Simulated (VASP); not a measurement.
# Ta in VASP: relaxation of the atoms with PBE+D4

Aim: the relaxation of the atoms of Ta with PBE+D4.

Everything below comes from runs of VASP 6.6.1. Logs are shortened: lines on timing, memory, paths and dates and some standing lists are left out, and cuts for length are marked.

## (1) The sheet as given

The cell holds a sheet with vacuum, 2 atoms: a = 2.719 Å, b = 2.719 Å, c = 28.487 Å, α = 90.00°, β = 90.00°, γ = 90.00°.

The cell was built by a generator and needn't be a form met in nature.

## (2) Relaxation of the atoms, PBE+D4

Input file INCAR:

```
SYSTEM = Ta
PREC = Accurate
ENCUT = 520
EDIFF = 1E-6
ISMEAR = 0
SIGMA = 0.05
LREAL = .False.
LASPH = .True.
NELM = 80
ALGO = Normal
ISIF = 2
LWAVE = .False.
LCHARG = .False.
LDIPOL = .True.
IDIPOL = 3
DIPOL = 0.5 0.5 0.263
GGA = PE
IVDW = 13
IBRION = 2
NSW = 40
EDIFFG = -0.005
```

Input file KPOINTS:

```
regular mesh
0
Gamma
  10 10 1
  0 0 0
```

Input file POSCAR:

```
Ta
1.0
    2.7189800000      0.0000000000      0.0000000000
    0.0000000000      2.7189800000      0.0000000000
    0.0000000000      0.0000000000     28.4866400000
Ta
2
Selective dynamics
Direct
    1.0000000000      0.5000000000      0.3026400000  F F F
    0.5000000000      0.0000000000      0.2239200000  T T T
```

Potentials or basis: VASP PAW PBE potentials, release 64 (Ta_pv).

Launch:

```
$ cat potpaw_PBE.64/Ta_pv/POTCAR > POTCAR
$ mpirun -np 1 vasp_std > vasp.out
```

OUTCAR:

```text
SYSTEM = Ta
   PREC = Accurate
   ENCUT = 520
   EDIFF = 1E-6
   ISMEAR = 0
   LREAL = .False.
   LASPH = .True.
   NELM = 80
   ISIF = 2
   GGA = PE
   IVDW = 13
   IBRION = 2
   NSW = 40
   EDIFFG = -0.005

 ion  position               nearest neighbor table
   1  0.000  0.500  0.303-   2 2.95   2 2.95   2 2.95   2 2.95
   2  0.500  0.000  0.224-   1 2.95   1 2.95   1 2.95   1 2.95

  LATTYP: Found a simple tetragonal cell.
 ALAT       =     2.7189800000
 C/A-ratio  =    10.4769582711

  Lattice vectors:

 A1 = (   2.7189800000,   0.0000000000,   0.0000000000)
 A2 = (   0.0000000000,   2.7189800000,   0.0000000000)
 A3 = (   0.0000000000,   0.0000000000,  28.4866400000)

Analysis of symmetry for initial positions (statically):
=====================================================================
 Subroutine PRICEL returns:
 Original cell was already a primitive cell.

 Routine SETGRP: Setting up the symmetry group for a
 simple tetragonal supercell.

 Subroutine GETGRP returns: Found 16 space group operations
 (whereof  4 operations were pure point group operations)
 out of a pool of 16 trial point group operations.

The static configuration has the point symmetry C_2v.
 The point group associated with its full space group is D_4h.

Analysis of symmetry for dynamics (positions and initial velocities):
=====================================================================
 Subroutine PRICEL returns:
 Original cell was already a primitive cell.

 Routine SETGRP: Setting up the symmetry group for a
 simple tetragonal supercell.

 Subroutine GETGRP returns: Found 16 space group operations
 (whereof  4 operations were pure point group operations)
 out of a pool of 16 trial point group operations.

The dynamic configuration has the point symmetry C_2v.
 The point group associated with its full space group is D_4h.

Analysis of constrained symmetry for selective dynamics:
=====================================================================
 Subroutine PRICEL returns:
 Original cell was already a primitive cell.

 Routine SETGRP: Setting up the symmetry group for a
 simple tetragonal supercell.

 Subroutine GETGRP returns: Found  8 space group operations
 (whereof  4 operations were pure point group operations)
 out of a pool of 16 trial point group operations.

The constrained configuration has the point symmetry C_2v.
 The point group associated with its full space group is C_4v.

 Subroutine INISYM returns: Found  8 space group operations
 (whereof  4 operations are pure point group operations),
 and found     1 'primitive' translations

----------------------------------------------------------------------------------------

                                     Primitive cell

  volume of cell :     210.5975

  direct lattice vectors                    reciprocal lattice vectors
     2.718980000  0.000000000  0.000000000     0.367784978  0.000000000  0.000000000
     0.000000000  2.718980000  0.000000000     0.000000000  0.367784978  0.000000000
     0.000000000  0.000000000 28.486640000     0.000000000  0.000000000  0.035104175

  length of vectors
     2.718980000  2.718980000 28.486640000     0.367784978  0.367784978  0.035104175

  position of ions in fractional coordinates (direct lattice)
     0.000000000  0.500000000  0.302640000
     0.500000000  0.000000000  0.223920000

  ion indices of the primitive-cell ions
   primitive index   ion index
                 1           1
                 2           2

----------------------------------------------------------------------------------------

 KPOINTS: regular mesh

Automatic generation of k-mesh.
 Grid dimensions read from file:
 generate k-points for:   10   10    1

 Generating k-lattice:

  Cartesian coordinates                     Fractional coordinates (reciprocal lattice)
     0.036778498  0.000000000  0.000000000     0.100000000  0.000000000  0.000000000
     0.000000000  0.036778498  0.000000000     0.000000000  0.100000000  0.000000000
     0.000000000  0.000000000  0.035104175     0.000000000  0.000000000  1.000000000

  Length of vectors
     0.036778498  0.036778498  0.035104175

  Shift w.r.t. Gamma in fractional coordinates (k-lattice)
     0.000000000  0.000000000  0.000000000

 Subroutine IBZKPT returns following result:
 ===========================================

 Found     21 irreducible k-points:

 Following reciprocal coordinates:
            Coordinates               Weight
  0.000000  0.000000  0.000000      1.000000
  0.100000  0.000000  0.000000      4.000000
  0.200000  0.000000  0.000000      4.000000
  0.300000  0.000000  0.000000      4.000000
  0.400000  0.000000  0.000000      4.000000
  0.500000  0.000000  0.000000      2.000000
[... 13 lines left out ...]
  0.500000  0.400000  0.000000      4.000000
  0.500000  0.500000  0.000000      1.000000
   k-points           NKPTS =     21   k-points in BZ     NKDIM =     21   number of bands    NBANDS=     15
   number of dos      NEDOS =    301   number of ions     NIONS =      2
   total plane-waves  NPLWV =  86400
   dimension x,y,z NGX =    20 NGY =   20 NGZ =  216
   dimension x,y,z NGXF=    40 NGYF=   40 NGZF=  432
   ions per type =               2
   NGX,Y,Z   is equivalent  to a cutoff of  12.23, 12.23, 12.61 a.u.
   NGXF,Y,Z  is equivalent  to a cutoff of  24.46, 24.46, 25.21 a.u.
 SYSTEM =  Ta
   PREC   = accura    normal or accurate (medium, high low for compatibility)
   ISTART =      0    job   : 0-new  1-cont  2-samecut
   ICHARG =      2    charge: 1-file 2-atom 10-const
   ISPIN  =      1    spin polarized calculation?
   LNONCOLLINEAR =      F non collinear calculations
   LSORBIT =      F    spin-orbit coupling
   LASPH  =      T    aspherical Exc in radial PAW
   ENCUT  =  520.0 eV  38.22 Ry    6.18 a.u.   5.06  5.06 52.97*2*pi/ulx,y,z
   NELM   =     80;   NELMIN=  2; NELMDL= -5     # of ELM steps
   EDIFF  = 0.1E-05   stopping-criterion for ELM
   LREAL  =      F    real-space projection
   EDIFFG = -.5E-02   stopping-criterion for IOM
   NSW    =     40    number of steps for IOM
   IBRION =      2    ionic relax: 0-MD 1-quasi-New 2-CG
   NFREE  =      1    steps in history (QN), initial steepest desc. (CG)
   ISIF   =      2    stress and relaxation
   ISYM   =      2    0-nonsym 1-usesym 2-fastsym
   POTIM  = 0.5000    time-step for ionic-motion
   TEBEG  =    0.0;   TEEND  =   0.0 temperature during run
   PSTRESS=    0.0 pullay stress
   NELECT =      22.0000    total number of electrons
   NUPDOWN=      -1.0000    fix difference up-down
   EMIN   =  10.00;   EMAX   =-10.00  energy-range for DOS
   EFERMI =   0.00;   METHOD = LEGACY
   ISMEAR =     0;   SIGMA  =   0.05  broadening in eV -4-tet -1-fermi 0-gaus
   EFERMI_NEDOS =   21; number of points for ismear=-14 and -15
   IALGO  =     38    algorithm
   IMIX   =      4    mixing-type and parameters
     AMIX     =   0.40;   BMIX     =  1.00
     AMIX_MAG =   1.60;   BMIX_MAG =  1.00
  volume/ion in A,a.u.               =     105.30       710.59
  Fermi-wavevector in a.u.,A,eV,Ry     =   0.771018  1.457013  8.088243  0.594469
  Thomas-Fermi vector in A             =   1.872346
   LORBIT       =      0    0 simple, 1 ext, 2 COOP (PROOUT), +10 PAW based schemes
   GGA     = PE    functional components
   LHFCALC =     F    Hartree Fock is set to
   AEXX    =    0.0000 exact exchange contribution
   IVDW    =    13    specifies the selected vdW correction
   LEPSILON=     F    determine dielectric tensor
   LRPA    =     F    only Hartree local field effects (RPA)
 conjugate gradient relaxation of ions
 non-spin polarized calculation
 Gauss-broadening in eV      SIGMA  =   0.05
  energy-cutoff  :      520.00
  volume of cell :      210.60
 maximum number of plane-waves:      5714
   NGX = 11   NGY = 11   NGZ =105

--------------------------------------- Ionic step        1  -------------------------------------------

 number of electron      22.0000008 magnetization

 Free energy of the ion-electron system (eV)
  ---------------------------------------------------
  ext. energy  EPLUGINS =         0.00000000
  ---------------------------------------------------
  free energy    TOTEN  =       -21.15551598 eV

  energy without entropy =      -21.15326709  energy(sigma->0) =      -21.15439153

------------------------ aborting loop because EDIFF is reached ----------------------------------------

  DFT-D4 for vdW energy calculation

  Edisp (eV):   -0.35120
[... 65 lines left out ...]
  FREE ENERGIE OF THE ION-ELECTRON SYSTEM (eV)
  ---------------------------------------------------
  free  energy   TOTEN  =       -21.5073093035 eV

  energy  without entropy=      -21.5051569016  energy(sigma->0) =      -21.50623310

 dipolmoment           0.000000      0.000000     -0.000545 electrons x Angstroem

--------------------------------------- Ionic step        3  -------------------------------------------

 number of electron      22.0000006 magnetization

 dipolmoment           0.000000      0.000000      0.000056 electrons x Angstroem

 Free energy of the ion-electron system (eV)
  ---------------------------------------------------
  ext. energy  EPLUGINS =         0.00000000
  ---------------------------------------------------
  free energy    TOTEN  =       -21.15590772 eV

  energy without entropy =      -21.15383291  energy(sigma->0) =      -21.15487031

 E-fermi :  -2.7206     XC(G=0):  -2.8514

 val. band max:       -2.7438699047   @ k =   0.4000   0.1000   0.0000
 cond. band min:      -2.6512543496   @ k =   0.2000   0.2000   0.0000
 fundamental gap:      0.0926155550
 Fermi energy:        -2.7205716482

 k-point     1 :       0.0000    0.0000    0.0000
  band No.  band energies     occupation
      1     -37.4460      2.00000
      2     -36.8115      2.00000
      3     -36.4254      2.00000
      4     -36.4254      2.00000
      5     -36.2638      2.00000
      6     -36.2638      2.00000
      7      -9.9094      2.00000
      8      -7.8974      2.00000
      9      -5.9913      2.00000
     10      -4.6061      2.00000
     11      -3.6908      2.00000
     12      -2.7748      1.87462
     13      -1.7774      0.00000
     14      -0.3656      0.00000
[... 349 lines left out ...]
      4     -37.2828      2.00000
      5     -36.8445      2.00000
      6     -36.8441      2.00000
      7      -6.9094      2.00000
      8      -6.9092      2.00000
      9      -5.2476      2.00000
     10      -5.2476      2.00000
     11      -1.1298      0.00000
     12      -1.1298      0.00000
     13       0.3280      0.00000
     14       0.3282      0.00000
     15       3.5629      0.00000

------------------------ aborting loop because EDIFF is reached ----------------------------------------

 vacuum level on the upper side and lower side of the slab       (xc-potential included)        -0.103        -0.118

  DFT-D4 for vdW energy calculation

  Edisp (eV):   -0.35162

  FORCE on cell =-STRESS in cart. coord.  units (eV):
  Direction    XX          YY          ZZ          XY          YZ          ZX
  --------------------------------------------------------------------------------------
  -------------------------------------------------------------------------------------
  Total      -0.06734    -0.06734    -0.00217     0.00000     0.00000     0.00000
  in kB      -0.51229    -0.51229    -0.01652     0.00000     0.00000     0.00000
  external pressure =       -0.35 kB  Pullay stress =        0.00 kB
[... 17 lines left out ...]
  FREE ENERGIE OF THE ION-ELECTRON SYSTEM (eV)
  ---------------------------------------------------
  free  energy   TOTEN  =       -21.5075260728 eV

  energy  without entropy=      -21.5054512621  energy(sigma->0) =      -21.50648867

 reached required accuracy - stopping structural energy minimisation

 vacuum level on the upper side and lower side of the slab         1.803         1.785
```

Wall time 77 s (1 thread of Intel Xeon 6975P-C (Granite Rapids), shared host); peak memory 0.31 GiB.

Results:

```
Free energy                : -21.5075 eV
Energy gained by relaxing  : 0.4 meV/atom
Ionic steps                : 3
Band gap on the k mesh     : none (metal or under the smearing width)
Dispersion energy per atom : -0.176 eV
```

The path:
```csv
step,energy change (eV),largest force (eV/Å),pressure (GPa)
1,0.0000,0.1278,-0.15
2,-0.0006,0.0674,-0.10
3,-0.0008,0.0007,-0.03
```

Final structure:
```
CELL_PARAMETERS angstrom
2.71898 0.00000 0.00000
0.00000 2.71898 0.00000
0.00000 0.00000 28.48664
ATOMIC_POSITIONS crystal
Ta 0.00000 0.50000 0.30264
Ta 0.50000 0.00000 0.22438
```

## (3) The reference run

An earlier run on the cell as given: functional PBE; potentials or basis VASP PAW PBE potentials, release 64 (Ta_pv); cutoff 520 eV; k mesh 10 × 10 × 1; occupations fermi-dirac, width 0.05 eV; no spin polarisation.

* Largest force: 0.068 eV/Å
* Band gap on the k mesh: none (metal or under the smearing width)
